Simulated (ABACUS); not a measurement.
# Ge (Fd-3m) in ABACUS: notebook, part 2 of 2

ABACUS 3.10.1. Earlier steps stand in the parts before.

## Step 3: Single point, PBE (atoms moved at random, drawn with an rms of 0.05 Å)

INPUT

```
INPUT_PARAMETERS
suffix              Ge
calculation         scf
basis_type          lcao
pseudo_dir          ./
orbital_dir         ./
symmetry            1
dft_functional      pbe
ecutwfc             100
pseudo_rcut         10
nspin               1
nbands              18
ks_solver           genelpa
smearing_method     fd
smearing_sigma      0.00367493
scf_thr             1e-07
scf_nmax            100
mixing_type         broyden
mixing_beta         0.7
cal_force           1
cal_stress          1
out_mul             1
out_chg             1
out_pot             2
out_elf             1
```

STRU

```
ATOMIC_SPECIES
Ge 72.6300 Ge.upf

NUMERICAL_ORBITAL
Ge_confined-atom_7au_2s2p2d.orb

LATTICE_CONSTANT
1.8897261246

LATTICE_VECTORS
0.0000000000 2.8289100000 2.8289100000
2.8289100000 0.0000000000 2.8289100000
2.8289100000 2.8289100000 0.0000000000

ATOMIC_POSITIONS
Direct

Ge
0.0
2
0.7609660000 0.7332560000 0.7533390000 1 1 1
0.4934450000 0.4893950000 0.5101500000 1 1 1
```

KPT

```
K_POINTS
0
Gamma
8 8 8 0 0 0
```

Potentials or basis: PseudoDojo NC SR 0.4.1 PBE standard, DZP LCAO (the cutoffs set its grid).

The run is started by

```
OMP_NUM_THREADS=1 mpirun -np 4 abacus > log
```

running log:

```text
ABACUS v3.10.1

               Atomic-orbital Based Ab-initio Computation at UStc

 ------------------------------------------------------------------------------------

 READING GENERAL INFORMATION
                           global_out_dir = OUT.Ge/
                           global_in_card = INPUT
                               pseudo_dir = ./
                              orbital_dir = ./
                                    DSIZE = 4
                                    GSIZE = 1

 READING UNITCELL INFORMATION
                                    ntype = 1
                  lattice constant (Bohr) = 1.88973
              lattice constant (Angstrom) = 1

 READING ATOM TYPE 1
                               atom label = Ge
                      L=0, number of zeta = 2
                      L=1, number of zeta = 2
                      L=2, number of zeta = 2
             number of atom for this type = 2

                        TOTAL ATOM NUMBER = 2
DIRECT COORDINATES
    atom                   x                   y                   z     mag                  vx                  vy                  vz
taud_Ge1            0.7609660000        0.7332560000        0.7533390000  0.0000        0.0000000000        0.0000000000        0.0000000000
taud_Ge2            0.4934450000        0.4893950000        0.5101500000  0.0000        0.0000000000        0.0000000000        0.0000000000

                          Volume (Bohr^3) = 305.551
[... 316 lines left out ...]
 E_Ewald        -197.4668768333      -2686.6746911976
 E_entropy(-TS) -0.0000682852        -0.0009290677
 E_descf        0.0000000000         0.0000000000
 E_exx          0.0000000000         0.0000000000
 E_Fermi        0.7117317333         9.6836070196
----------------------------------------------------------

 charge density convergence is achieved
 final etot is -4860.858503 eV
 EFERMI = 9.6836070196 eV
The vacuum level is 11.39655096 eV

 STATE ENERGY(eV) AND OCCUPATIONS    NSPIN == 1
 1/260 kpoint (Cartesian) = 0.0000 0.0000 0.0000 (1262 pws)
       1       -15.3385     0.00390625
       2       -15.2997     0.00390625
       3       -15.2972     0.00390625
       4       -15.2735     0.00390625
       5       -15.2733     0.00390625
       6       -15.0654     0.00390625
[... 98 lines left out ...]
       5       -15.2627     0.00781250
       6       -15.0755     0.00781250
[... 10 lines left out ...]
      17        12.7610    1.45487e-29
      18        13.2212    1.46445e-33

[... levels at 254 further k points ...]

 correction force for each atom along direction 1 is -1.92089e-06
 correction force for each atom along direction 2 is 1.34154e-08
 correction force for each atom along direction 3 is -1.49129e-06
------------------------------------------------------------------------------------------
 TOTAL-FORCE (eV/Angstrom)
------------------------------------------------------------------------------------------
                       Ge1         0.4857502608        -0.4165531782        -0.4369742652
                       Ge2        -0.4857502608         0.4165531782         0.4369742652
------------------------------------------------------------------------------------------

----------------------------------------------------------------
 TOTAL-STRESS (KBAR)
----------------------------------------------------------------
        47.6735370944       -13.1980202432       -12.5080031301
       -13.1980202432        47.8609539014        14.8254856602
       -12.5080031301        14.8254856602        47.8091793468
----------------------------------------------------------------
 TOTAL-PRESSURE: 47.781223 KBAR

 --------------------------------------------
 !FINAL_ETOT_IS -4860.8585030405656653 eV
 --------------------------------------------
```

mulliken.txt:

```text
 0
CALCULATE THE MULLIkEN ANALYSIS FOR EACH ATOM
 Total charge:	28
Decomposed Mulliken populations
0                             Zeta of Ge              Spin 1
[... 51 lines left out ...]
dx^2-y^2                               0              1.9997
dxy                                    0              1.9985
SUM OVER M                                            9.9950
dz^2                                   1              0.0261
dxz                                    1              0.0479
dyz                                    1              0.0479
dx^2-y^2                               1              0.0261
dxy                                    1              0.0479
SUM OVER M                                            0.1959
SUM OVER M+Zeta                                      10.1910

SUM OVER M+Zeta+L                                    14.0000

Total Charge on atom:                 Ge             14.0000
```

It took 7.1 s on 4 MPI ranks of Intel Xeon at 2.60GHz (Ice Lake), shared host; peak memory 0.44 GiB.

Results:

| Quantity | Value |
| --- | --- |
| Free energy | -4860.8585 eV |
| Pressure | 4.8 GPa |
| Largest force | 0.775 eV/Å |
| Band gap on the k mesh | none (metal or under the smearing width) |

Forces on the atoms (eV/Å):
```
Ge   0.486 -0.417 -0.437
Ge  -0.486  0.417  0.437
```

Stress tensor (GPa, compression positive):
```
 4.77 -1.32 -1.25
-1.32  4.79  1.48
-1.25  1.48  4.78
```

Caveat: the atomic orbitals were generated for these runs and aren't a published set; the basis of atomic orbitals isn't converged, which shifts pressures, moduli and gaps.

## Step 4: Single point, PBE

Edit INPUT of step 3 so:

```diff
@@ -22,4 +22 @@
 out_mul             1
-out_chg             1
-out_pot             2
-out_elf             1
```

STRU

```
ATOMIC_SPECIES
Ge 72.6300 Ge.upf

NUMERICAL_ORBITAL
Ge_confined-atom_7au_3s3p3d1f.orb

LATTICE_CONSTANT
1.8897261246

LATTICE_VECTORS
0.0000000000 2.8289100000 2.8289100000
2.8289100000 0.0000000000 2.8289100000
2.8289100000 2.8289100000 0.0000000000

ATOMIC_POSITIONS
Direct

Ge
0.0
2
0.7500000000 0.7500000000 0.7500000000 1 1 1
0.5000000000 0.5000000000 0.5000000000 1 1 1
```

KPT is that of step 3.

Potentials or basis: PseudoDojo NC SR 0.4.1 PBE standard, TZDP LCAO (the cutoffs set its grid).

The run is started by

```
OMP_NUM_THREADS=1 mpirun -np 4 abacus > log
```

It took 7.9 s on 4 MPI ranks of Intel Xeon at 2.60GHz (Ice Lake), shared host; peak memory 0.44 GiB.

Results (log left out):

```yaml
Free_energy: -4860.9805 eV
Pressure: 4.2 GPa
Band_gap_on_the_k_mesh: 0.13 eV, direct
```

Levels at points of the mesh, in eV from the valence-band top:
```tsv
k point	band 12	band 13	band 14	band 15	band 16	band 17
(0.00, 0.00, 0.00)	0.00	0.00	0.00	0.13	2.56	2.56
(0.50, 0.50, 0.50)	-7.61	-1.41	-1.41	0.18	3.75	3.75
(0.50, 0.50, 0.00)	-8.90	-3.07	-3.07	0.77	0.77	9.57
```

Caveat: the atomic orbitals were generated for these runs and aren't a published set; the basis of atomic orbitals isn't converged, which shifts pressures, moduli and gaps.

## Step 5: Overview

| potentials or basis | cell | orbital files | gap on the mesh (eV) | pressure (GPa) |
| --- | --- | --- | --- | --- |
| PseudoDojo NC SR 0.4.1 PBE standard, DZP LCAO (the cutoffs set its grid) | as given | Ge Ge_confined-atom_7au_2s2p2d.orb | 0.16 | 4.6 |
| PseudoDojo NC SR 0.4.1 PBE standard, DZP LCAO (the cutoffs set its grid) | atoms moved at random, drawn with an rms of 0.05 Å | Ge Ge_confined-atom_7au_2s2p2d.orb | none | 4.8 |
| PseudoDojo NC SR 0.4.1 PBE standard, TZDP LCAO (the cutoffs set its grid) | as given | Ge Ge_confined-atom_7au_3s3p3d1f.orb | 0.13 | 4.2 |

Alike in all rows: task single point; level PBE; no spin polarisation; k mesh 8 × 8 × 8; cutoff (eV) 1361; smearing fermi-dirac 0.05 eV.

Caveats: the atomic orbitals were generated for these runs and aren't a published set; the basis of atomic orbitals isn't converged, which shifts pressures, moduli and gaps.

Absolute energies hang on the potentials; compare differences alone.

## Step 6: Comparison with measurements

Step 2. A measured gap of Ge is 0.666 eV (indirect; 293 K; “Electronic and optical properties of SixGe1-x-ySny alloys lattice-matched to Ge”, 2021, arxiv:2109.02782); the calculated 0.16 eV misses it by -0.51 eV. 3 values of this kind are on record (0.666 to 0.807 eV); this one was drawn at random among those near their median. Spin-orbit coupling on Ge is left out. The value is that of PBE in an atomic basis (PseudoDojo NC SR 0.4.1 PBE standard, DZP LCAO (the cutoffs set its grid)), whose error adds to the functional's, on a finite k mesh, which can miss the band edges, without temperature or zero-point motion. Semilocal functionals fall short of measured gaps as a rule.

Step 4. Against the measured gap of Ge, 0.807 eV (direct; 300 K; “Electronic and optical properties of SixGe1-x-ySny alloys lattice-matched to Ge”, 2021, arxiv:2109.02782), the calculated 0.13 eV is off by -0.68 eV. 3 values of this kind are on record (0.666 to 0.807 eV); this one was drawn at random among those near their median. Spin-orbit coupling on Ge is left out. The value is that of PBE in an atomic basis (PseudoDojo NC SR 0.4.1 PBE standard, TZDP LCAO (the cutoffs set its grid)), whose error adds to the functional's, on a finite k mesh, which can miss the band edges, without temperature or zero-point motion. Semilocal functionals fall short of measured gaps as a rule.
